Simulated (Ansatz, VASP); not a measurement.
## One calculation of BN, two programs

INCAR

```
SYSTEM = BN
PREC = Accurate
ENCUT = 520
EDIFF = 1E-6
ISMEAR = 0
SIGMA = 0.05
LREAL = .False.
LASPH = .True.
NELM = 60
ALGO = Normal
ISIF = 2
LWAVE = .False.
LCHARG = .False.
GGA = PE
NBANDS = 16
```

KPOINTS

```
regular mesh
0
Gamma
  6 6 6
  0 0 0
```

POSCAR

```
BN
1.0
    0.0000000000     -1.8123937734     -1.8364986106
   -1.8364986106      0.0000000000     -1.8364986106
    1.8364986106      1.8123937734     -3.6729972212
B N
2 2
Direct
   -0.0063974680      0.0285243107      0.0000000000
    0.5063974680      0.4714756893      0.5000000000
    0.3684530531      0.4041907904      0.8750000000
    0.8815469469      0.8458092096      0.3750000000
```

Input for Ansatz:

```yaml
crystal:
  lattice:
    - [0.0, -1.8123937734, -1.8364986106]
    - [-1.8364986106, 0.0, -1.8364986106]
    - [1.8364986106, 1.8123937734, -3.6729972212]
  atoms:
    - { symbol: B, position: [-0.006397468, 0.0285243107, 0.0] }
    - { symbol: B, position: [0.506397468, 0.4714756893, 0.5] }
    - { symbol: "N", position: [0.3684530531, 0.4041907904, 0.875] }
    - { symbol: "N", position: [0.8815469469, 0.8458092096, 0.375] }
basis:
  ecutwfc: 520.0
kpoints:
  mp_grid: { grid: [6, 6, 6] }
hamiltonian:
  xc: pbe
scf:
  occupations: { method: gaussian, width: 0.05 }
output:
  forces: true
  stress: true
  eigenvalues: true
```

Change from the starting cell: mode 4 frozen in at -0.068 Å, equal normal strain along x and y +0.0133.

Alike in both runs: task single point; functional PBE; k mesh 6 × 6 × 6; occupations gaussian, width 0.05 eV; no spin polarisation.

|  | VASP | Ansatz |
| --- | --- | --- |
| version | VASP 6.6.1 | Ansatz 0.2.0 |
| potentials or method | VASP PAW PBE potentials, release 64 (B, N) | scalar-relativistic, plane waves, PAW |
| plane-wave cutoff (eV) | 520 | 520 |
| valence electrons in the cell | 16 | 16 |

|  | VASP | Ansatz | Ansatz less VASP |
| --- | --- | --- | --- |
| gap on the k mesh at the Fermi level (eV) | 4.16 | 4.17 | +0.010 |
| least direct gap on the mesh (eV) | 5.99 | 6.00 | +0.011 |
| pressure (GPa) | -9.3 | -9.5 | -0.15 |
| largest component of the traceless stress (GPa) | 6.06 | 6.05 | -0.004 |
| rms of the force components (eV/Å) | 0.422 | 0.422 | +0.0002 |

Atom by atom the forces differ by 0.000 eV/Å (rms over components).

Caveats: the k mesh is coarse (spacing up to 0.48 Å⁻¹), so the values aren't converged. A k mesh can miss the band edges.
